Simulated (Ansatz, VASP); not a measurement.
**One calculation of BN, two programs**

```
B N
1.0
     0.00000    1.81351    1.81351
     1.81351    0.00000    1.81351
     1.81351    1.81351    0.00000
B N
1 1
Direct
  0.00000 0.00000 0.00000
  0.75000 0.75000 0.75000
```

Change from the starting cell: volume scaled by 1.01.

Alike in both runs: task single point; functional PBE; k mesh 13 × 13 × 13; occupations fermi-dirac, width 0.03 eV; no spin polarisation.

```csv
,VASP,Ansatz
version,VASP 6.6.1,Ansatz 0.2.0
potentials or method,"VASP PAW PBE potentials, release 64 (B, N), cutoff 520 eV","all-electron LAPW, scalar-relativistic"
```

|  | VASP | Ansatz | Ansatz less VASP |
| --- | --- | --- | --- |
| gap on the k mesh at the Fermi level (eV) | 4.52 | 4.53 | +0.008 |
| pressure (GPa) | -0.5 | -0.7 | -0.25 |

Ansatz ran all-electron here, so the differences hold the error of VASP's frozen core and of both bases.

Caveats: an odd mesh through Γ misses points on the zone boundary, where band edges often lie.
